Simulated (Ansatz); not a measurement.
HgTe (Coloradoite):

```xyz
2
Lattice="0.0000 3.2145 3.2145 3.2145 0.0000 3.2145 3.2145 3.2145 0.0000" Properties=species:S:1:pos:R:3 pbc="T T T"
Hg    0.0000    0.0000    0.0000
Te    4.8217    4.8217    4.8217
```

```yaml
Program: Ansatz 0.2.0
Task: relaxation of cell and atoms
Functional: PBEsol
Potentials_or_basis: all-electron LAPW, scalar-relativistic
Basis_error_allowed: 0.001 eV/atom
k_mesh: 7 × 7 × 7
Occupations: fermi-dirac, width 0.05 eV
Spin: no spin polarisation
```

At the start: volume 33.22 Å³/atom.

Problem. Where does the relaxation end?

Solution. Over 5 steps the energy falls by 6.9 meV/atom and the volume is 34.51 Å³/atom (+3.9 %); space group F-43m (No. 216, to 0.05 Å).

The path:
```
step  energy change (eV)  largest force (eV/Å)  volume (Å³)
   1              0.0000                0.0000        66.43
   2             -0.0088                0.0000        70.67
   3             -0.0137                0.0000        69.15
   4             -0.0138                0.0000        69.01
   5             -0.0138                0.0000        69.01
```

Final structure:
```cif
data_structure
_symmetry_space_group_name_H-M 'P 1'
_symmetry_Int_Tables_number 1
_cell_length_a 4.6041
_cell_length_b 4.6041
_cell_length_c 4.6041
_cell_angle_alpha 60.000
_cell_angle_beta 60.000
_cell_angle_gamma 60.000
_cell_volume 69.01
loop_
_atom_site_label
_atom_site_type_symbol
_atom_site_fract_x
_atom_site_fract_y
_atom_site_fract_z
_atom_site_occupancy
Hg1 Hg 0.00000 0.00000 0.00000 1
Te1 Te 0.75000 0.75000 0.75000 1
```
